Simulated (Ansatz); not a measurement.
**Does relaxation matter for the field gradients of HfO2?**

Start: a structure deposited in the COD.

Space group P2_1/c (No. 14); a = 5.1180, b = 5.1857, c = 5.2841 Å, β = 99.35°.

```
site  Wyckoff  site symmetry       x       y       z
  Hf       4e              1  0.2755  0.0397  0.2080
  O5       4e              1  0.4487  0.7581  0.4801
  O9       4e              1  0.0742  0.3316  0.3467
```

One atom of each set is listed.

The numbers come from a DFT calculation in Ansatz (PBE, plane waves and PAW, scalar-relativistic, 420 eV cutoff, Γ-centred 5×5×5 k-points, Fermi–Dirac smearing 0.02 eV).

The largest force at the start is 0.48 eV/Å. Relaxing the ions at fixed cell moves them by 0.057 Å at most (atom 11, O) and 0.034 Å rms. End positions:

Hf (0.2767, 0.0419, 0.2081)
O5 (0.4466, 0.7584, 0.4803)
O9 (0.0726, 0.3392, 0.3389)

| site | moved (Å) | first shell before | first shell after | V_zz before (10²¹ V/m²) | η before |
| --- | --- | --- | --- | --- | --- |
| Hf | 0.013 | 7 O at 2.03–2.25 Å | 7 O at 2.04–2.24 Å | 12.08 | 0.54 |
| O5 | 0.011 | 4 Hf at 2.14–2.25 Å | 4 Hf at 2.14–2.24 Å | 1.02 | 0.80 |
| O9 | 0.057 | 3 Hf at 2.03–2.12 Å | 3 Hf at 2.04–2.15 Å | 1.25 | 0.74 |

Task: How do the gradients change?

Result: 

| site | V_zz after | η after | change of V_zz |
| --- | --- | --- | --- |
| Hf | 12.69 | 0.16 | +0.61 |
| O5 | 1.07 | 1.00 | +0.05 |
| O9 | -1.32 | 0.88 | – |

The largest change of V_zz along a kept axis is on Hf, from 12.08 to 12.69. In per cent, |V_zz| changes by +5 on Hf, +5 on O (all sites that start above 0.5, bar those whose gradient vanishes or changes sign or whose main axis turns by over 40°). Where |V_zz| stays above 0.1 and the axes keep their order, η moves most on Hf, from 0.54 to 0.16. On O9 the largest principal value lies along another axis in the second run, so the two V_zz can't be compared directly.

Without spin–orbit coupling the gradients at and beside Hf can be off by some per cent, at some sites by more.
Before: At this cell the PBE pressure is 6 GPa, so with PBE the cell would grow if it were relaxed.
After: At this cell the principal stresses reach 5 GPa in size with PBE, which can matter for small gradients.
